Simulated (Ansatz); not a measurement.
## Phonon spectrum of MgO

Level of theory: DFT PBE, scalar-relativistic, plane waves, PAW in Ansatz 0.2.0. Plane waves to 420 eV; Γ-centred k mesh 8×8×8; fixed occupations. No spin polarisation. Phonons by linear response, acoustic sum rule imposed.

Relaxed structure:
```yaml
crystal:
  lattice:
    - [0.00000, 2.30616, 2.30616]
    - [2.30616, 0.00000, 2.30616]
    - [2.30616, 2.30616, 0.00000]
  atoms:
    - { symbol: Mg, position: [0.50000, 0.50000, 0.50000] }
    - { symbol: O, position: [0.25000, 0.25000, 0.25000] }
```

It was reached by relaxing an invented guess, and it needn't be the stable form of this composition.

Force constants from linear response on a 4×4×4 q mesh.

Path: Γ–X–U | K–Γ–L–W–X. Only the points of the 4×4×4 mesh were computed; the rest is interpolation, which is rough on so few points. On the mesh no mode is imaginary. Distance along the path (Å⁻¹), then the branches (cm⁻¹, negative for imaginary; the LO field is included):
```
0.000  0 0 0 480 480 676
0.170  46 46 66 480 480 673
0.341  92 92 131 481 481 664
0.511  137 137 195 483 483 650
0.681  178 178 257 485 485 632
0.851  212 212 317 486 486 607
1.022  237 237 374 486 486 576
1.192  251 251 426 485 485 540
1.362  256 256 457 485 485 514
1.423  255 258 456 485 485 514
1.483  254 264 454 485 485 514
1.543  252 273 449 484 485 514
1.603  249 285 444 484 484 514
1.663  245 298 437 483 483 514
1.724  240 312 429 482 483 515
1.784  235 325 421 482 482 516
1.844  229 336 412 481 482 516
1.844  229 336 412 481 482 516
2.025  207 341 392 479 492 520
2.205  181 309 370 477 502 540
2.386  151 265 334 477 499 576
2.566  119 217 285 478 492 610
2.747  86 165 226 479 486 639
2.928  54 111 157 480 482 660
3.108  26 55 80 480 480 672
3.289  0 0 0 480 480 676
3.289  0 0 0 480 480 676
3.436  28 28 73 480 480 674
3.584  57 57 145 480 480 665
3.731  84 84 213 480 480 651
3.879  109 109 276 479 479 632
4.026  129 129 335 479 479 608
4.174  144 144 389 478 478 580
4.321  152 152 435 478 478 548
4.468  154 154 460 478 478 529
4.589  158 165 458 478 481 528
4.709  168 193 450 478 486 524
4.830  184 229 440 479 492 520
4.950  206 265 427 480 494 517
5.071  230 298 413 482 491 516
5.191  256 320 401 484 484 515
5.311  279 326 397 476 487 514
5.432  292 322 398 473 488 513
5.517  291 318 401 474 488 513
5.602  286 308 410 475 487 513
5.687  280 296 421 477 487 513
5.772  273 283 432 480 487 513
5.857  266 272 442 482 487 513
5.943  261 263 450 484 486 514
6.028  257 258 455 484 485 514
6.113  256 256 457 485 485 514
```
